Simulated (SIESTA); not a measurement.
Pd:

```
CELL_PARAMETERS angstrom
2.78367 0.00000 0.00000
-1.39183 2.41072 0.00000
0.00000 0.00000 4.62889
ATOMIC_POSITIONS crystal
Pd 0.33333 0.66667 0.25000
Pd 0.66667 0.33333 0.75000
```

This isn't the form of Pd at room conditions, which is fcc.

Base run:

* Program: SIESTA 5.4.2
* Functional: PBEsol
* Potentials or basis: PseudoDojo 0.4 standard (PBEsol files)
* Basis: SZP (energy shift 0.003 Ry)
* Grid cutoff: 800 Ry
* Energy shift: 0.003 Ry
* k mesh: 11 × 11 × 6
* Occupations: fermi-dirac, width 0.05 eV
* Spin: no spin polarisation

Its results: band gap on the k mesh none (metal or under the smearing width); pressure -12.5 GPa.

The run is repeated on the same cell with these changes: basis from SZP (energy shift 0.003 Ry) to TZDP (energy shift 0.003 Ry; two zetas on semicore shells). What comes out?

Band gap on the k mesh none (metal or under the smearing width); pressure -9.0 GPa.

Caveats: the basis of atomic orbitals isn't converged, which shifts pressures, moduli and gaps.
